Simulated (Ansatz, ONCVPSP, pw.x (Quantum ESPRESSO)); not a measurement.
# Which Si potential is closest to all-electron in the bcc crystal?

All use PBE, scalar-relativistic, no spin, cutoffs from each file’s atomic test, pw.x 7.5; 15³ k-points, Fermi–Dirac smearing 0.01 Ry. Δ is the rms difference from all-electron LAPW of the E(V) curves that follow from fits to the pressures, over ±6 % in volume. Mesh and smearing are coarse and serve the comparison alone. The files are a selection: those with a ghost or negative overlap were mostly not run, and those with noisy or unconverged pressures or nearly equal Δ are left out.

All-electron: a0 = 3.083 Å (V0 = 14.65 Å³/atom), B0 = 93.0 GPa.

(1) Rank them by Δ, smallest first.
A. optimised norm-conserving Vanderbilt (ONCV), ONCVPSP 4.0.1.1 (patched build), PBE; core [Ne], reference 3s2 3p2; waves: 3s: rc 1.75 bohr, ncon 4, nbas 8, qcut 4.1 1/bohr, 1 projector; 3p: rc 2.25 bohr, ncon 4, nbas 8, qcut 2.9 1/bohr, 1 projector; d scattering state at 0.43 Ha: rc 2.25 bohr, ncon 3, nbas 7, qcut 4.1 1/bohr, 1 projector; local part: polynomial inside 1.65 bohr (lpopt 5, dvloc0 0 Ha); core correction: Teter function, fcfact 3, rcfact 1.5.
B. optimised norm-conserving Vanderbilt (ONCV), ONCVPSP 4.0.1.1 (patched build), PBE; core [Ne], reference 3s2 3p2; waves: 3s: rc 1.80 bohr, ncon 3, nbas 6, qcut 3 1/bohr, local; 3p: rc 2.00 bohr, ncon 5, nbas 9, qcut 3.4 1/bohr, 1 projector; d scattering state at 0.02 Ha: rc 1.90 bohr, ncon 4, nbas 7, qcut 4.8 1/bohr, 3 projectors, debl 3.3 Ha; local part: the s channel; core correction: Teter function, fcfact 2, rcfact 1.45.
C. optimised norm-conserving Vanderbilt (ONCV), ONCVPSP 4.0.1.1 (patched build), PBE; core [Ne], reference 3s2 3p2; waves: 3s: rc 1.55 bohr, ncon 4, nbas 7, qcut 3.3 1/bohr, 2 projectors, debl 0.5 Ha; 3p: rc 1.55 bohr, ncon 4, nbas 9, qcut 6 1/bohr, local; d scattering state at 0.1 Ha: rc 1.85 bohr, ncon 3, nbas 7, qcut 4.7 1/bohr, 2 projectors, debl 3.5 Ha; local part: the p channel; core correction: Teter function, fcfact 5.75, rcfact 1.55.

## Answers

(1) A (1.7 meV/atom), B (3.7 meV/atom), C (5.7 meV/atom).
